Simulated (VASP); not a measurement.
Input of a VASP 6.6.1 run:

The input INCAR:

```
  PREC = Accurate
  ENCUT = 520
  EDIFF = 1E-6
  ISMEAR = -1
  SIGMA = 0.02
  LREAL = False
  LASPH = True
  NELM = 100
  ALGO = Normal
  ISIF = 2
  LWAVE = False
  LCHARG = False
  GGA = PE
  NBANDS = 16
```

KPOINTS

```
Automatic mesh
0
Gamma
  8 8 8
```

The input POSCAR:

```
CdSe
1.0
    0.0000000000      3.0831198690      3.0432345071
    3.0831198690      0.0000000000      3.0432345071
    3.0831198690      3.0831198690      0.0000000000
Cd Se
1 1
Direct
    0.0000000000      0.0000000000      0.0000000000
    0.2500000000      0.2500000000      0.2500000000
```

Potentials or basis: VASP PAW PBE potentials, release 64 (Cd, Se).

Run with:

```sh
$ cat potpaw_PBE.64/Cd/POTCAR potpaw_PBE.64/Se/POTCAR > POTCAR
$ mpirun -np 1 vasp_std > vasp.out
```

(1) What does it give for the pressure?

(2) Estimate the band gap on the k mesh.

## Answers

(1) 1.6 GPa.

(2) 0.52 eV, direct.
